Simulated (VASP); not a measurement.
# Rb (Fm-3m) in VASP: a series of runs, part 2 of 2

VASP 6.6.1. The steps go on from the part before.

## Step 5: Single point, PBEsol (strained and moved within the space group)

The input, INCAR:

```
PREC = Accurate
ENCUT = 520
EDIFF = 1E-7
ISMEAR = 0
SIGMA = 0.1
LREAL = False
LASPH = True
NELM = 80
ALGO = Fast
ISIF = 2
LWAVE = False
LCHARG = True
GGA = PS
LELF = True
LVHAR = True
NBANDS = 10
```

The input, KPOINTS:

```
regular mesh
0
Gamma
  10 10 10
```

The input, POSCAR:

```
Rb
1.0
    0.0000000000      3.5026246191      3.5026246191
    3.5026246191      0.0000000000      3.5026246191
    3.5026246191      3.5026246191      0.0000000000
Rb
1
Direct
    0.0000000000      0.0000000000      0.0000000000
```

Potentials or basis: VASP PAW PBE potentials, release 64 (Rb_sv).

Started as:

```
$ cat potpaw_PBE.64/Rb_sv/POTCAR > POTCAR
$ mpirun -np 1 vasp_std > vasp.out
```

OUTCAR:

```text
PREC = Accurate
   ENCUT = 520
   EDIFF = 1E-7
   ISMEAR = 0
   LREAL = False
   LASPH = True
   NELM = 80
   ISIF = 2
   GGA = PS

 ion  position               nearest neighbor table
   1  0.000  0.000  0.000-

  LATTYP: Found a face centered cubic cell.
 ALAT       =     7.0052492382

  Lattice vectors:

 A1 = (   0.0000000000,   3.5026246191,   3.5026246191)
 A2 = (   3.5026246191,   0.0000000000,   3.5026246191)
 A3 = (   3.5026246191,   3.5026246191,   0.0000000000)

Analysis of symmetry for initial positions (statically):
=====================================================================
 Subroutine PRICEL returns:
 Original cell was already a primitive cell.

 Routine SETGRP: Setting up the symmetry group for a
 face centered cubic supercell.

 Subroutine GETGRP returns: Found 48 space group operations
 (whereof 48 operations were pure point group operations)
 out of a pool of 48 trial point group operations.

The static configuration has the point symmetry O_h .

Analysis of symmetry for dynamics (positions and initial velocities):
=====================================================================
 Subroutine PRICEL returns:
 Original cell was already a primitive cell.

 Routine SETGRP: Setting up the symmetry group for a
 face centered cubic supercell.

 Subroutine GETGRP returns: Found 48 space group operations
 (whereof 48 operations were pure point group operations)
 out of a pool of 48 trial point group operations.

The dynamic configuration has the point symmetry O_h .

 Subroutine INISYM returns: Found 48 space group operations
 (whereof 48 operations are pure point group operations),
 and found     1 'primitive' translations

----------------------------------------------------------------------------------------

                                     Primitive cell

  volume of cell :      85.9431

  direct lattice vectors                    reciprocal lattice vectors
     0.000000000  3.502624619  3.502624619    -0.142750096  0.142750096  0.142750096
     3.502624619  0.000000000  3.502624619     0.142750096 -0.142750096  0.142750096
     3.502624619  3.502624619  0.000000000     0.142750096  0.142750096 -0.142750096

  length of vectors
     4.953459240  4.953459240  4.953459240     0.247250419  0.247250419  0.247250419

  position of ions in fractional coordinates (direct lattice)
     0.000000000  0.000000000  0.000000000

  ion indices of the primitive-cell ions
   primitive index   ion index
                 1           1

----------------------------------------------------------------------------------------

 KPOINTS: regular mesh

Automatic generation of k-mesh.
 Grid dimensions read from file:
 generate k-points for:   10   10   10

 Generating k-lattice:

  Cartesian coordinates                     Fractional coordinates (reciprocal lattice)
    -0.014275010  0.014275010  0.014275010     0.100000000  0.000000000  0.000000000
     0.014275010 -0.014275010  0.014275010     0.000000000  0.100000000  0.000000000
     0.014275010  0.014275010 -0.014275010     0.000000000  0.000000000  0.100000000

  Length of vectors
     0.024725042  0.024725042  0.024725042

  Shift w.r.t. Gamma in fractional coordinates (k-lattice)
     0.000000000  0.000000000  0.000000000

 Subroutine IBZKPT returns following result:
 ===========================================

 Found     47 irreducible k-points:

 Following reciprocal coordinates:
            Coordinates               Weight
  0.000000  0.000000  0.000000      1.000000
  0.100000  0.000000  0.000000      8.000000
  0.200000  0.000000  0.000000      8.000000
  0.300000  0.000000  0.000000      8.000000
  0.400000  0.000000  0.000000      8.000000
  0.500000  0.000000  0.000000      4.000000
[... 16 lines left out ...]
  0.300000  0.300000  0.000000      6.000000
  0.400000  0.300000  0.000000     24.000000
 [... further k-points ...]
   k-points           NKPTS =     47   k-points in BZ     NKDIM =     47   number of bands    NBANDS=     10
   number of dos      NEDOS =    301   number of ions     NIONS =      1
   total plane-waves  NPLWV =  64000
   dimension x,y,z NGX =    40 NGY =   40 NGZ =   40
   dimension x,y,z NGXF=    80 NGYF=   80 NGZF=   80
   ions per type =               1
   NGX,Y,Z   is equivalent  to a cutoff of  13.42, 13.42, 13.42 a.u.
   NGXF,Y,Z  is equivalent  to a cutoff of  26.85, 26.85, 26.85 a.u.
 SYSTEM =  unknown system
   PREC   = accura    normal or accurate (medium, high low for compatibility)
   ISTART =      0    job   : 0-new  1-cont  2-samecut
   ICHARG =      2    charge: 1-file 2-atom 10-const
   ISPIN  =      1    spin polarized calculation?
   LNONCOLLINEAR =      F non collinear calculations
   LSORBIT =      F    spin-orbit coupling
   LASPH  =      T    aspherical Exc in radial PAW
   ENCUT  =  520.0 eV  38.22 Ry    6.18 a.u.   9.21  9.21  9.21*2*pi/ulx,y,z
   NELM   =     80;   NELMIN=  2; NELMDL= -5     # of ELM steps
   EDIFF  = 0.1E-06   stopping-criterion for ELM
   LREAL  =      F    real-space projection
   EDIFFG = 0.1E-05   stopping-criterion for IOM
   NSW    =      0    number of steps for IOM
   IBRION =     -1    ionic relax: 0-MD 1-quasi-New 2-CG
   NFREE  =      0    steps in history (QN), initial steepest desc. (CG)
   ISIF   =      2    stress and relaxation
   ISYM   =      2    0-nonsym 1-usesym 2-fastsym
   POTIM  = 0.5000    time-step for ionic-motion
   TEBEG  =    0.0;   TEEND  =   0.0 temperature during run
   PSTRESS=    0.0 pullay stress
   NELECT =       9.0000    total number of electrons
   NUPDOWN=      -1.0000    fix difference up-down
   EMIN   =  10.00;   EMAX   =-10.00  energy-range for DOS
   EFERMI =   0.00;   METHOD = LEGACY
   ISMEAR =     0;   SIGMA  =   0.10  broadening in eV -4-tet -1-fermi 0-gaus
   EFERMI_NEDOS =   21; number of points for ismear=-14 and -15
   IALGO  =     68    algorithm
   IMIX   =      4    mixing-type and parameters
     AMIX     =   0.40;   BMIX     =  1.00
     AMIX_MAG =   1.60;   BMIX_MAG =  1.00
  volume/ion in A,a.u.               =      85.94       579.97
  Fermi-wavevector in a.u.,A,eV,Ry     =   0.771647  1.458202  8.101443  0.595439
  Thomas-Fermi vector in A             =   1.873110
   LORBIT       =      0    0 simple, 1 ext, 2 COOP (PROOUT), +10 PAW based schemes
   GGA     = PS    functional components
   LHFCALC =     F    Hartree Fock is set to
   AEXX    =    0.0000 exact exchange contribution
   IVDW    =     0    specifies the selected vdW correction
   LEPSILON=     F    determine dielectric tensor
   LRPA    =     F    only Hartree local field effects (RPA)
 non-spin polarized calculation
 RMM-DIIS sequential band-by-band and
 Gauss-broadening in eV      SIGMA  =   0.10
  energy-cutoff  :      520.00
  volume of cell :       85.94
 maximum number of plane-waves:      2334
 NGX is ok and might be reduce to    40
   NGX = 19   NGY = 19   NGZ = 19

 number of electron       9.0000000 magnetization

 Free energy of the ion-electron system (eV)
  ---------------------------------------------------
  ext. energy  EPLUGINS =         0.00000000
  ---------------------------------------------------
  free energy    TOTEN  =        -1.02719345 eV

  energy without entropy =       -1.02216484  energy(sigma->0) =       -1.02467914

 E-fermi :   0.0419     XC(G=0):  -5.6646

 val. band max:        0.0379228365   @ k =   0.5000   0.3000   0.1000
 cond. band min:       0.1319258438   @ k =   0.4000   0.4000   0.0000
 fundamental gap:      0.0940030073
 Fermi energy:         0.0419385066

 k-point     1 :       0.0000    0.0000    0.0000
  band No.  band energies     occupation
      1     -28.7471      2.00000
      2     -12.7892      2.00000
      3     -12.7892      2.00000
      4     -12.7892      2.00000
      5      -1.9798      2.00000
      6       3.7193      0.00000
      7       3.7193      0.00000
      8       3.7193      0.00000
      9       5.1201      0.00000
     10       5.1201      0.00000
[... 287 lines left out ...]
 k-point    24 :       0.4000    0.3000    0.0000
  band No.  band energies     occupation
      1     -28.7417      2.00000
      2     -12.8778      2.00000
      3     -12.8252      2.00000
      4     -12.8216      2.00000
      5      -0.2122      1.99967
      6       2.0434      0.00000
      7       2.3641      0.00000
      8       4.2315      0.00000
      9       4.3319      0.00000
     10       5.9950      0.00000

 [... further k-points ...]

------------------------ aborting loop because EDIFF is reached ----------------------------------------

  FORCE on cell =-STRESS in cart. coord.  units (eV):
  Direction    XX          YY          ZZ          XY          YZ          ZX
  --------------------------------------------------------------------------------------
  -------------------------------------------------------------------------------------
  Total        0.0146203      0.0146203      0.0146203     -0.0000000     -0.0000000      0.0000000
  in kB        0.2725558      0.2725558      0.2725558     -0.0000000     -0.0000000      0.0000000
  external PRESSURE =       0.2725558 kB  Pullay stress =       0.0000000 kB

 VOLUME and BASIS-vectors are now :
 -----------------------------------------------------------------------------
  energy-cutoff  :      520.00
  volume of cell :       85.94
      direct lattice vectors                 reciprocal lattice vectors
     0.000000000  3.502624619  3.502624619    -0.142750096  0.142750096  0.142750096
     3.502624619  0.000000000  3.502624619     0.142750096 -0.142750096  0.142750096
     3.502624619  3.502624619  0.000000000     0.142750096  0.142750096 -0.142750096

 POSITION                                       TOTAL-FORCE (eV/Angst)
 -----------------------------------------------------------------------------------
      0.00000      0.00000      0.00000        -0.000000      0.000000      0.000000
 -----------------------------------------------------------------------------------
    total drift:                               -0.000000     -0.000000     -0.000000

  FREE ENERGIE OF THE ION-ELECTRON SYSTEM (eV)
  ---------------------------------------------------
  free  energy   TOTEN  =        -1.0271934503 eV

  energy  without entropy=       -1.0221648386  energy(sigma->0) =       -1.02467914
```

OSZICAR:

```text
N       E                     dE             d eps       ncg     rms          rms(c)
DAV:   1     0.424259006907E+02    0.42426E+02   -0.33307E+03   940   0.665E+02
DAV:   2     0.176756652648E+01   -0.40658E+02   -0.39664E+02  1026   0.125E+02
DAV:   3    -0.878641730321E+00   -0.26462E+01   -0.26357E+01  1198   0.329E+01
DAV:   4    -0.102526938898E+01   -0.14663E+00   -0.14615E+00  1342   0.655E+00
DAV:   5    -0.102765919527E+01   -0.23898E-02   -0.23894E-02  1230   0.822E-01    0.121E+00
RMM:   6    -0.102698385621E+01    0.67534E-03   -0.17286E-03  1127   0.259E-01    0.743E-01
RMM:   7    -0.102712394969E+01   -0.14009E-03   -0.39201E-03  1190   0.370E-01    0.524E-02
RMM:   8    -0.102718576514E+01   -0.61815E-04   -0.23651E-04  1445   0.971E-02    0.856E-03
RMM:   9    -0.102719167498E+01   -0.59098E-05   -0.61065E-05  1577   0.357E-02    0.743E-03
RMM:  10    -0.102719302068E+01   -0.13457E-05   -0.10077E-05  1614   0.163E-02    0.447E-03
RMM:  11    -0.102719321750E+01   -0.19682E-06   -0.42374E-06  1593   0.856E-03    0.700E-04
RMM:  12    -0.102719338165E+01   -0.16415E-06   -0.11066E-06  1417   0.457E-03    0.401E-04
RMM:  13    -0.102719345028E+01   -0.68628E-07   -0.44696E-07  1275   0.271E-03
   1 F= -.10271935E+01 E0= -.10246791E+01  d E =-.502861E-02
```

stdout:

```text
POSCAR found type information on POSCAR Rb
 POSCAR found :  1 types and       1 ions
 scaLAPACK will be used
 -----------------------------------------------------------------------------
|                                                                             |
|                                                                             |
|     You enforced a specific xc type in the INCAR file but a different       |
|     I HOPE YOU KNOW WHAT YOU ARE DOING!                                     |
|                                                                             |
 -----------------------------------------------------------------------------

 LDA part: xc-table for (Slater+PW92), standard interpolation
 POSCAR, INCAR and KPOINTS ok, starting setup
 FFT: planning ... GRIDC
 FFT: planning ... GRID_SOFT
 FFT: planning ... GRID
 WAVECAR not read
 entering main loop
WARNING in EDDRMM: call to ZHEGV failed, returncode =   8  4      7
WARNING in EDDRMM: call to ZHEGV failed, returncode =   8  4      6
```

It took 23 s on 1 thread of Intel Xeon 6975P-C (Granite Rapids), shared host; peak memory 0.24 GiB.

Results:

```yaml
Free_energy: -1.0272 eV
Pressure: 0.0 GPa
Band_gap_on_the_k_mesh: none (metal or under the smearing width)
```

Levels at points of the mesh, in eV from the Fermi level:
| k point | band 1 | band 2 | band 3 | band 4 | band 5 | band 6 | band 7 | band 8 | band 9 | band 10 |
| --- | --- | --- | --- | --- | --- | --- | --- | --- | --- | --- |
| (0.00, 0.00, 0.00) | -28.79 | -12.83 | -12.83 | -12.83 | -2.02 | 3.68 | 3.68 | 3.68 | 5.08 | 5.08 |
| (0.50, 0.00, 0.00) | -28.78 | -12.95 | -12.85 | -12.85 | 0.15 | 0.73 | 3.46 | 3.46 | 5.85 | 5.91 |
| (0.50, 0.50, 0.00) | -28.78 | -12.94 | -12.87 | -12.87 | 0.63 | 1.51 | 1.84 | 4.70 | 4.70 | 5.22 |

Caveat: the PAW data sets were made with another functional, which shifts forces and pressure a little.

## Step 6: Summary

```tsv
level	potentials or basis	cell	gap on the mesh (eV)	pressure (GPa)
PBE	VASP PAW PBE potentials, release 64 (Rb_sv)	functional PBE, strained and moved within the space group	none	-0.1
PBEsol	VASP PAW PBE potentials, release 64 (K_sv)	Rb replaced by K, lengths x 0.954, strained and moved within the space group	none	-0.4
PBEsol	VASP PAW PBE potentials, release 64 (Rb_sv)	strained and moved within the space group	none	0.0
```

Alike in all rows: task single point; no spin polarisation; k mesh 10 × 10 × 10; cutoff (eV) 520; smearing gaussian 0.1 eV.

Caveats: the PAW data sets were made with another functional, which shifts forces and pressure a little (some runs).

Absolute energies hang on the potentials; compare differences alone.
